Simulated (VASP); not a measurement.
Write the native input for VASP 6.6.1 that does the following.

* Task: Born charges and dielectric tensor
* Functional: LDA
* Potentials or basis: VASP PAW LDA potentials, release 64 (Al, N)
* Cutoff: 600 eV
* k mesh: 9 × 9 × 6
* Occupations: gaussian, width 0.02 eV
* Spin: no spin polarisation
* Further INCAR settings: ALGO = Normal; EDIFF = 1e-08; IBRION = 8; NSW = 1

The structure of AlN lies in POSCAR:

```
AlN
1.0
    3.2790000000      0.0000000000      0.0000000000
   -1.6395000000      2.8397000000      0.0000000000
    0.0000000000      0.0000000000      4.1017000000
Al N
2 2
Direct
    0.3333300000      0.6666700000      0.7500000000
    0.6666700000      0.3333300000      0.2500000000
    0.3333300000      0.6666700000      0.2500000000
    0.6666700000      0.3333300000      0.7500000000
```

Measurements of this composition are mostly on another form, of space group No. 186.

These files were run (other wordings do the same):

INCAR

```
PREC     = Accurate       # precision mode
ENCUT    = 600            # plane-wave cutoff, eV
EDIFF    = 1E-8           # SCF threshold, eV
ISMEAR   = 0              # smearing method
SIGMA    = 0.02           # smearing width, eV
LREAL    = False          # projectors in reciprocal space
LASPH    = True           # aspherical terms in the spheres
NELM     = 80             # most SCF steps
ALGO     = Normal         # electronic algorithm
ISIF     = 2              # what is computed and relaxed
LWAVE    = False          # write WAVECAR
LCHARG   = False          # write CHGCAR
LEPSILON = True           # dielectric tensor by DFPT
IBRION   = 8              # ionic algorithm
NSW      = 1              # ionic steps
```

KPOINTS

```
Automatic mesh
0
Gamma
  9 9 6
```

Potentials or basis: VASP PAW LDA potentials, release 64 (Al, N).

Run with:

```console
$ cat potpaw_LDA.64/Al/POTCAR potpaw_LDA.64/N/POTCAR > POTCAR
$ mpirun -np 1 vasp_std > vasp.out
```

It gave:

| Item | Value |
| --- | --- |
| Band gap on the k mesh | 3.61 eV, direct |
| Electronic dielectric tensor (diagonal) | 4.44, 4.44, 4.84 |
| Born charges (mean of the diagonal) | Al +2.71; N -2.71 e |
| Highest phonon frequency at Γ, LO-TO splitting left out | 705 cm⁻¹ |

Caveat: an odd mesh through Γ misses points on the zone boundary, where band edges often lie.

It took 12 min on 1 thread of Intel(R) Xeon(R) Platinum 8488C (Sapphire Rapids) (shared host), peak memory 0.48 GiB.
